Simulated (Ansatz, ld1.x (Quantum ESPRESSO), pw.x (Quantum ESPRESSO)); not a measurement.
**iron: one change to the PAW potential, in the atom and in the fcc crystal**

Fe (Z = 26), PAW, made with ld1.x (Quantum ESPRESSO) 7.5 (PBEsol, scalar-relativistic). Core [Ne], reference 3s2 3p6 3d6 4s1 4p1. Waves: 3s (bound): rcut 1.15, rcutus 1.25 bohr; 4s (bound): rcut 1.15, rcutus 1.25 bohr; 3p (bound): rcut 1.20, rcutus 1.45 bohr; 4p (bound): rcut 1.20, rcutus 1.45 bohr; 3d (bound): rcut 1.65, rcutus 1.85 bohr; 3d channel at 3.9 Ry: rcut 1.65, rcutus 1.85 bohr. Local part: all-electron potential smoothed inside 1.35 bohr (lloc = -2). Core correction: Bessel-smoothed model core, default radius (core density twice the valence density). Augmentation charge: BESSEL, radius 1.25 bohr.

Change: local potential all-electron potential smoothed inside 1.36 bohr (lloc = -2).

Cutoffs, loose and tight: the cutoffs (Ry, on a coarse ladder) from which the occupation-weighted sum of valence levels, in a spherical-Bessel basis at the reference potential, stays within 10 and 1 mRy of its value at 400 Ry. They do not see the model core or the augmentation charge, which bear on the density cutoff. Test errors are all-electron minus pseudo excitation energies from the reference, over the configurations 3s2 3p6 3d6 4s2 4p0; 3s2 3p6 3d6 4s1 4p0; 3s2 3p6 3d6 4s0 4p0; 3s2 3p6 3d6 4s0 4p2; 3s2 3p6 3d6 4s0 4p1; 3s2 3p6 3d5 4s2 4p0; 3s2 3p6 3d6 4s1.5 4p0; variants that change the core or the reference have their own tests.

Crystal test: fcc Fe in pw.x 7.5, no spin, 16³ k-points, Fermi–Dirac smearing 0.01 Ry, cutoffs set for each file from its atomic test. The reference is all-electron LAPW (Ansatz 0.2.0) with the same functional, mesh and smearing; V0 and B0 come from Birch–Murnaghan fits to the pressures at five volumes. Errors are pseudo minus all-electron; Δ is the rms difference of the E(V) curves that follow from these fits, minima aligned, over ±6 % about the mean V0. Mesh and smearing are coarse, so the numbers serve the comparison and aren't converged zero-temperature values; the lattice is a test structure that the element need not adopt. Spin polarisation and strong correlation are left out, which matters for this element.

All-electron: a0 = 3.409 Å (V0 = 9.90 Å³/atom), B0 = 313.5 GPa.

Q: Does the change bring the crystal closer to the all-electron result?

A: The mean pressure error goes from +9.13 to +15.04 GPa, so the change moves the solid further from the all-electron pressures.

| quantity | base | changed |
| --- | --- | --- |
| outcome (atom) | generated | generated |
| cutoff, loose (atom) | 55 Ry | 55 Ry |
| cutoff, tight (atom) | 90 Ry | 90 Ry |
| bound ghosts (atom) | none | none |
| largest test error (meV) (atom) | -9.0 | test run stopped at test 1 of 7 (negative rho) |
| cutoffs in pw.x (Ry) | 110/880 | 110/880 |
| a0 (Å) | 3.441 | 3.461 |
| a0 error (%) | +0.95 | +1.55 |
| B0 error (%) | -6.0 | -9.0 |
| Δ (meV/atom) | 19.0 | 30.7 |
| mean pressure error (GPa) | +9.13 | +15.04 |

Base: This is a poor potential for the solid. Changed file: This is a poor potential for the solid. Atomic configuration tests: test run stopped at test 1 of 7 (negative rho).
